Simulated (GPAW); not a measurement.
# How the form of the self-energy moves the gap of AlAs (F-43m)

How much does the gap of AlAs (F-43m) depend on the approximation to the self-energy?

Method: PBE and many-body steps on it, plane waves, in GPAW 26.7.0.

**What was measured.**

- Gap 3.018 eV: lowest direct gap at Gamma; earlier measurement quoted from literature, technique not stated; 300 K; bulk crystal (pure AlAs, literature value used as model input) (quoted in “Simultaneous Measurement of Mid-Infrared Refractive Indices in Thin-Film Heterostructures: Methodology and Results for GaAs/AlGaAs”, 2023, arxiv:2301.08293).

### Step 1. The starting structure

Symmetry: F-43m, No. 216, cubic system. The conventional cell has a = 5.661 Å, b = 5.661 Å, c = 5.661 Å, α = 90.00°, β = 90.00°, γ = 90.00°. Nearest to Al lie 4 As at 2.45 Å. Nearest to As lie 4 Al at 2.45 Å. Farther neighbours are not listed.

Coordinates:

```cif
data_structure
_symmetry_space_group_name_H-M 'P 1'
_symmetry_Int_Tables_number 1
_cell_length_a 4.0028
_cell_length_b 4.0028
_cell_length_c 4.0028
_cell_angle_alpha 60.000
_cell_angle_beta 60.000
_cell_angle_gamma 60.000
_cell_volume 45.35
loop_
_atom_site_label
_atom_site_type_symbol
_atom_site_fract_x
_atom_site_fract_y
_atom_site_fract_z
_atom_site_occupancy
Al1 Al 0.00000 0.00000 0.00000 1
As2 As 0.25000 0.25000 0.25000 1
```

The cell and positions come from the Crystallography Open Database and are kept as given unless a step says otherwise.

### Step 2. Empty states on the mesh, 6×6×6 mesh, 248 bands

This step: GPAW 26.7.0; DFT, PBE, plane waves, PAW.

The sums over transitions need many empty states on a uniform mesh; this step solves for them.

Input file run.py:

```python
import json
import numpy as np
from gpaw.mpi import world
from gpaw import GPAW

calc = GPAW('gs.gpw').fixed_density(kpts={'size': (6, 6, 6), 'gamma': True},
    parallel={'domain': 1, 'band': 1},
    txt='nscf.txt')
calc.diagonalize_full_hamiltonian(nbands=248)
calc.write('full.gpw', mode='all')
res = {}
kpts = calc.get_ibz_k_points()
res['kpts'] = kpts
res['eigenvalues'] = [calc.get_eigenvalues(kpt=k) for k in range(len(kpts))]
res['n_electrons'] = calc.get_number_of_electrons()

if world.rank == 0:
    with open('result.json', 'w') as f:
        json.dump(res, f, default=lambda x: x.tolist())
```

On the command line:

```
$ mpirun -n 8 gpaw python run.py
```

Numbers of over 12 decimals in the logs are rounded to 6 here.

The log of the run:

```text
Diagonalizing LCAO Hamiltonian
Converting LCAO to pw mode
convergence criteria:
- Maximum integral of absolute [eigenst]ate change: 4e-08 eV^2 / valence electron
maximum number of iterations: 100

SCF iterations
|iter     |     time |      energy | eigst |  dens |
|iter:   1|  |             | +0.90 |       |
|iter:   2|  |             | -0.43 |       |
|iter:   3|  |             | -2.22 |       |
|iter:   4|  |             | -3.69 |       |
|iter:   5|  |             | -4.83 |       |
|iter:   6|  |             | -5.94 |       |
|iter:   7|  |             | -6.55 |       |
|iter:   8|  |             | -7.47c|       |
SCF steps: 8
  __  _  _
 | _ |_)|_||  |
 |__||  | ||/\| - 26.7.0

Input parameters:
  mode=PW(ecut=450.000000),
  convergence={'density': 1e-06, 'bands': -3},
  gpts=array([20, 20, 20]),
  kpts=MonkhorstPack(size=(6, 6, 6), gamma=True),
  maxiter=100,
  nbands=11,
  occupations=Occupations(name='fermi-dirac', width=0.001, fixmagmom=False),
  parallel={'domain': 1, 'band': 1},
  xc=XC(name='PBE')
Matrix size: 974x974
# Writing to full.gpw (mode='all')
  [... matrices ...]

timing:  # [seconds]
  Total: 1.319  # ━━━━━━━━━━━━━━━━━━━━━━━━━━━━━━━━━━━━━━━━━━━━━━━━━━━━━━━━━━━
```

The job ended after 4.5 s (8 MPI ranks of Intel Xeon 6975P-C (Granite Rapids), shared host; peak memory 1.9 GiB; 33 s of CPU time).

This step gave:

```
gap                                                           : 1.432 eV
k of the valence top                                          : 0, 0, 0
k of the conduction bottom                                    : 0.5, 0.5, 0
least direct gap                                              : 2.064 eV
k points computed                                             : 16
lowest point of the top converged band, above the valence top : 160.9819 eV
```

On this mesh the gap is 1.432 eV.

### Step 3. G0W0, Godby-Needs plasmon pole

Now the one-shot GW correction: screening in the RPA, then the self-energy of the levels asked for.

This step: G0W0 with a vertex from the rALDA kernel on PBE, plane waves, PAW.

Input file run.py:

```python
import json
import numpy as np
from gpaw.mpi import world
from gpaw.response.g0w0 import G0W0

gw = G0W0('full.gpw',
    filename='gw',
    kpts=[0, 12],
    bands=(2, 6),
    ecut=175,
    nbands=238,
    integrate_gamma='WS',
    ppa=True,
    xc='rALDA',
    fxc_mode=None,
    fxc_modes=['GWP', 'GWS', 'GWG'],
    do_GW_too=True)
gw.calculate()
res = {mode: {k: v for k, v in r.items() if k != 'sigma_eskwn'}
       for mode, r in gw.all_results.items()}

if world.rank == 0:
    with open('result.json', 'w') as f:
        json.dump(res, f, default=lambda x: x.tolist())
```

On the command line:

```
$ mpirun -n 8 gpaw python run.py
```

The log of the run:

```text
Using integrator: PointIntegrator
FrequencyGridDescriptor(from 0.000+0.000j to 0.000+27.211j eV, 2 points)
Nonperiodic BCs:  [False False False]
Using integrator: PointIntegrator
FrequencyGridDescriptor(from 0.000+0.000j to 0.000+27.211j eV, 2 points)
Nonperiodic BCs:  [False False False]
  ___  _ _ _
 |   || | | |
 | | || | | |
 |__ ||_____|
 |___|

BZ k-points: Symmetries present (total): 24

  [... matrices ...]
216 k-points: 6 x 6 x 6 Monkhorst-Pack grid + [1/12,1/12,1/12]
16 k-points in the irreducible part of the Brillouin zone
       k-points in crystal coordinates                weights
   0:     0.00000000    0.00000000    0.00000000          1/216
   1:     0.16666667    0.16666667    0.00000000          6/216
   2:     0.16666667    0.16666667    0.16666667          8/216
   3:     0.33333333    0.16666667    0.16666667         12/216
   4:     0.33333333    0.33333333   -0.33333333         12/216
   5:     0.33333333    0.33333333    0.00000000          6/216
   6:     0.33333333    0.33333333    0.16666667         24/216
   7:     0.33333333    0.33333333    0.33333333          8/216
   8:     0.50000000    0.33333333   -0.33333333         24/216
   9:     0.50000000    0.33333333   -0.16666667         12/216
          ...
  15:     0.50000000    0.50000000    0.50000000          4/216

Distributing spins, k-points and bands (1 x 2 x 4) over 8 processes
Number of blocks: 1

Quasi particle states:
k-points (IBZ indices): [0, 12]
Band range: (2, 6)
  [... matrices ...]
Computational parameters:
Plane wave cut-off: 175 eV
Number of bands: 238
Coulomb cutoff: None
Broadening: 0.1 eV

fxc modes: GW, GWG, GWP, GWS
Kernel: rALDA
Using Godby-Needs plasmon-pole approximation:
  Fitting energy: i*E0, E0 = 1.000 Hartree
Summing all q:

Calculating screened Coulomb potential
No Coulomb truncation
FrequencyGridDescriptor(from 0.000+0.000j to 0.000+27.211j eV, 2 points)
Removing empty qpoint cache files...

Calculating chi0 body with:
    Ground state adapter containing:
    Number of spins: 1
    Number of kpoints: 216
    Number of irreducible kpoints: 16
    Number of completely occupied states: 4
    Number of partially occupied states: 4
    Occupied states memory: 0.48828125 M / cpu

    Linear response parametrization:
    q_c: [1.3877787807814457e-17, 1.3877787807814457e-17, 1.3877787807814457e-17]
    Number of frequency points: 2
    Planewave cutoff: 175.0
    Number of bands: 238
    Number of planewaves: 259
    Broadening (eta): 1e-06
    comm.size: 8
    kncomm.size: 8
    blockcomm.size: 1

    Memory estimate of potentially large arrays:
        chi0_wGG: 2.047150 M / cpu
Integrating chi0 body.

Symmetries of q_c:
    Direct symmetries (Uq -> q): 24
    Indirect symmetries (TUq -> q): 24
In total 48 allowed symmetries.

  [... matrices ...]
16 groups of equivalent kpoints. 92.592593% reduction.

Integral kind: response function
Integrating chi0 head and wings.

Symmetries of q_c:
    Direct symmetries (Uq -> q): 24
    Indirect symmetries (TUq -> q): 24
In total 48 allowed symmetries.

  [... matrices ...]
16 groups of equivalent kpoints. 92.592593% reduction.

Integral kind: response function wings
Calculating rALDA kernel at 175.0 eV cutoff
q point 0 complete
q point 1 complete
q point 2 complete
q point 3 complete
q point 4 complete
q point 5 complete
q point 6 complete
q point 7 complete
q point 8 complete
q point 9 complete
q point 10 complete
[... the further q-points ...]

Results:
f:      Occupation numbers
eps:     KS-eigenvalues [eV]
vxc:     KS vxc [eV]
exx:     Exact exchange [eV]
sigma:   Self-energies [eV]
dsigma:  Self-energy derivatives
Z:       Renormalization factors
qp:      QP-energies [eV]

k-point 0 (0): (0.000, 0.000, 0.000)                GWP
band       f     eps     vxc     exx   sigma  dsigma       Z      qp
                                                                  GWP
   2   1.000   4.309 -13.914 -15.673   0.865  -0.294   0.773   3.619
   3   1.000   4.309 -13.914 -15.673   0.865  -0.294   0.773   3.619
   4   0.000   6.373 -13.840  -9.698  -3.821  -0.276   0.784   6.624
   5   0.000   8.603 -11.190  -6.676  -4.512  -0.298   0.770   8.604
                                                                  GWS
   2   1.000   4.309 -13.914 -15.673   1.488  -0.252   0.798   4.093
   3   1.000   4.309 -13.914 -15.673   1.488  -0.252   0.798   4.093
[...]
GWG
[...]
GW
[...]
k-point 1 (12): (0.500, 0.500, 0.000)                GWP
band       f     eps     vxc     exx   sigma  dsigma       Z      qp
                                                                  GWP
[...]
GWS
[...]
GWG
[...]
GW
[...]
3   1.000   2.136 -12.594 -15.296   1.670  -0.299   0.770   1.341
   4   0.000   5.742  -9.089  -5.495  -3.645  -0.250   0.800   5.701
   5   0.000   6.600 -10.238  -6.462  -3.712  -0.255   0.797   6.652
```

It took 12 min on 8 MPI ranks; peak memory 5.3 GiB; 74 min of CPU time.

Numbers from this step:

```
gap with the vertex in the polarisability    : 1.944 eV
gap with the vertex in the self-energy       : 2.170 eV
gap with the vertex in both                  : 2.090 eV
G0W0 gap on the points computed              : 2.037 eV
least direct G0W0 gap on the computed points : 3.100 eV
Z at the valence top                         : 0.7827
Z at the conduction bottom                   : 0.8002
starting gap on the mesh                     : 1.432 eV
k of the valence top                         : 0, 0, 0
k of the conduction bottom                   : 0.5, 0.5, 0
```

The gap on the mesh goes from 1.43 eV to 2.04 eV, a correction of +0.60 eV.

### Step 4. G0W0 with rALDA vertex

Edit run.py of step 3 so:

```diff
@@ -9,4 +9,4 @@
     bands=(2, 6),
-    ecut=175,
-    nbands=238,
+    ecut=105,
+    nbands=110,
     integrate_gamma='WS',
@@ -14,5 +14,3 @@
     xc='rALDA',
-    fxc_mode=None,
-    fxc_modes=['GWP', 'GWS', 'GWG'],
-    do_GW_too=True)
+    fxc_mode='GWG')
 gw.calculate()
```

On the command line:

```
$ mpirun -n 8 gpaw python run.py
```

The log of the run:

```text
Using integrator: PointIntegrator
FrequencyGridDescriptor(from 0.000+0.000j to 0.000+27.211j eV, 2 points)
Nonperiodic BCs:  [False False False]
Using integrator: PointIntegrator
FrequencyGridDescriptor(from 0.000+0.000j to 0.000+27.211j eV, 2 points)
Nonperiodic BCs:  [False False False]
  ___  _ _ _
 |   || | | |
 | | || | | |
 |__ ||_____|
 |___|

BZ k-points: Symmetries present (total): 24

  [... matrices ...]
216 k-points: 6 x 6 x 6 Monkhorst-Pack grid + [1/12,1/12,1/12]
16 k-points in the irreducible part of the Brillouin zone
       k-points in crystal coordinates                weights
   0:     0.00000000    0.00000000    0.00000000          1/216
   1:     0.16666667    0.16666667    0.00000000          6/216
   2:     0.16666667    0.16666667    0.16666667          8/216
[...]
9:     0.50000000    0.33333333   -0.16666667         12/216
          ...
  15:     0.50000000    0.50000000    0.50000000          4/216

Distributing spins, k-points and bands (1 x 2 x 4) over 8 processes
Number of blocks: 1

Quasi particle states:
k-points (IBZ indices): [0, 12]
Band range: (2, 6)
  [... matrices ...]
Computational parameters:
Plane wave cut-off: 105 eV
Number of bands: 110
Coulomb cutoff: None
Broadening: 0.1 eV

fxc modes: GWG
Kernel: rALDA
Using Godby-Needs plasmon-pole approximation:
  Fitting energy: i*E0, E0 = 1.000 Hartree
Summing all q:

Calculating screened Coulomb potential
No Coulomb truncation
FrequencyGridDescriptor(from 0.000+0.000j to 0.000+27.211j eV, 2 points)
Removing empty qpoint cache files...

Calculating chi0 body with:
    Ground state adapter containing:
    Number of spins: 1
    Number of kpoints: 216
    Number of irreducible kpoints: 16
    Number of completely occupied states: 4
[...]
Linear response parametrization:
    q_c: [1.3877787807814457e-17, 1.3877787807814457e-17, 1.3877787807814457e-17]
    Number of frequency points: 2
    Planewave cutoff: 105.0
    Number of bands: 110
    Number of planewaves: 113
    Broadening (eta): 1e-06
    comm.size: 8
    kncomm.size: 8
    blockcomm.size: 1

    Memory estimate of potentially large arrays:
        chi0_wGG: 0.389679 M / cpu
Integrating chi0 body.

Symmetries of q_c:
    Direct symmetries (Uq -> q): 24
    Indirect symmetries (TUq -> q): 24
In total 48 allowed symmetries.

  [... matrices ...]
16 groups of equivalent kpoints. 92.592593% reduction.

Integral kind: response function
Integrating chi0 head and wings.

Symmetries of q_c:
    Direct symmetries (Uq -> q): 24
    Indirect symmetries (TUq -> q): 24
In total 48 allowed symmetries.

  [... matrices ...]
16 groups of equivalent kpoints. 92.592593% reduction.

Integral kind: response function wings
Calculating rALDA kernel at 105.0 eV cutoff
q point 0 complete
q point 1 complete
q point 2 complete
[...]
q point 9 complete
q point 10 complete
[... the further q-points ...]

Results:
f:      Occupation numbers
eps:     KS-eigenvalues [eV]
vxc:     KS vxc [eV]
exx:     Exact exchange [eV]
sigma:   Self-energies [eV]
dsigma:  Self-energy derivatives
Z:       Renormalization factors
qp:      QP-energies [eV]

k-point 0 (0): (0.000, 0.000, 0.000)                GWG
band       f     eps     vxc     exx   sigma  dsigma       Z      qp
                                                                  GWG
   2   1.000   4.309 -13.914 -15.673   1.508  -0.265   0.791   4.112
   3   1.000   4.309 -13.914 -15.673   1.508  -0.265   0.791   4.112
   4   0.000   6.373 -13.840  -9.698  -3.133  -0.245   0.803   7.183
[...]
k-point 1 (12): (0.500, 0.500, 0.000)                GWG
band       f     eps     vxc     exx   sigma  dsigma       Z      qp
                                                                  GWG
[...]
4   0.000   5.742  -9.089  -5.495  -3.059  -0.231   0.812   6.177
   5   0.000   6.600 -10.238  -6.462  -3.144  -0.238   0.808   7.111
```

The job ended after 99 s (8 MPI ranks; peak memory 3.5 GiB).

Numbers from this step:

| Property | Result |
| --- | --- |
| quasiparticle gap on the points computed | 2.065 eV |
| least direct quasiparticle gap on the computed points | 3.072 eV |
| Z at the valence top | 0.7908 |
| Z at the conduction bottom | 0.8125 |
| starting gap on the mesh | 1.432 eV |
| k of the valence top | 0, 0, 0 |
| k of the conduction bottom | 0.5, 0.5, 0 |

Against G0W0 in GPAW (6×6×6 mesh, 238 bands, screening to 175 eV, Godby-Needs plasmon pole), the gap moves by +0.028 eV.

### Step 5. Side by side

Times are wall times on 8 MPI ranks of Intel Xeon 6975P-C (Granite Rapids), shared host, good to a factor of about two.

| run | mesh | bands | screening cutoff (eV) | DFT gap (eV) | gap on the mesh (eV) | direct (eV) | time |
| --- | --- | --- | --- | --- | --- | --- | --- |
| G0W0, Godby-Needs plasmon pole | 6×6×6 | 238 | 175 | 1.432 | 2.037 | 3.100 | 12 min |
| G0W0 with rALDA vertex | 6×6×6 | 110 | 105 | 1.432 | 2.065 | 3.072 | 99 s |

### Step 6. What came out

| Quantity | Value |
| --- | --- |
| G0W0, Godby-Needs plasmon pole | 2.037 eV |
| G0W0 with rALDA vertex | 2.065 eV |
| known limits | not at the basis limit; no spin-orbit coupling |

What this shows: G0W0 with rALDA vertex: +0.028 eV against G0W0, Godby-Needs plasmon pole, at other bands or cutoff, so not like for like. With the rALDA kernel as a vertex the gap is 1.94 eV (in the polarisability), 2.17 eV (in the self-energy) and 2.09 eV (in both), against 2.04 eV without. Against experiment, by G0W0, Godby-Needs plasmon pole: the direct gap of 3.10 eV lies +0.08 eV from the measured 3.018 eV (direct, 300 K, quoted 2023). An exciton line or allowed optical edge lies below the quasiparticle gap by the binding energy; a forbidden edge can push the onset above it. These are gaps on the mesh, at modest bands and cutoff. The calculation has static nuclei and no excitons; a measured gap holds zero-point and thermal motion, which mostly lowers it. Bands and cutoff are finite, so the gap is not at the basis limit. The miss can reach some tenths of an eV and take either sign; the mesh is an error of its own. These stock PAW sets were not made for GW; the filled d or f shell of As lies in the frozen core, which bears on start and correction. In the G0W0 runs levels were corrected at 2 k points alone, so a gap called «on the mesh» is the least over those, and an edge elsewhere would be missed. The many-body steps are scalar-relativistic: spin-orbit coupling is not in them.

[Paths, hosts, dates, memory and timing lines, banners, echoed tables and standing remarks are left out of the program output.]

[Logs are printed without paths, hosts, clocks, repeated set-up lines and the standing remarks that a program may print on its own settings, such as how far it seeks lower states.]

[Runs of the session that timed out or met a known fault of the program may be left out.]

[Hosts, paths, dates, database ids (printed as entryN), source tags and the programs' standing remarks are cut or masked in the printed files.]
